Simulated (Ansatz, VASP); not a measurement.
**Two plane-wave programs on H2Se**

```
H Se
1.0
     3.38371    0.00000    0.00000
     0.00000    3.38371    0.00000
     0.00000    0.00000    4.10118
H Se
2 1
Direct
  0.00000 0.50000 0.69853
  0.50000 0.00000 0.69853
  0.50000 0.50000 0.81960
```

Alike in both runs: functional PBE; dispersion D3(BJ); k mesh 14 × 14 × 12; occupations gaussian, width 0.1 eV; no spin polarisation.

Ansatz relaxed the structure, and its values are those at the end. VASP's run is a single point on that final structure, the one shown.

```csv
,VASP,Ansatz
version,VASP 6.6.1,Ansatz 0.2.0
potentials or method,"VASP PAW PBE potentials, release 64 (H, Se)","scalar-relativistic, plane waves, PAW"
plane-wave cutoff (eV),520,420
valence electrons in the cell,8,18
```

```tsv
	VASP	Ansatz	Ansatz less VASP
gap on the k mesh at the Fermi level (eV)	none	none	-
pressure (GPa)	0.0	0.0	0.00
```

A gap of «none» marks a metal or a gap that the smearing closes. The two sets of potentials don't hold the same shells in valence.
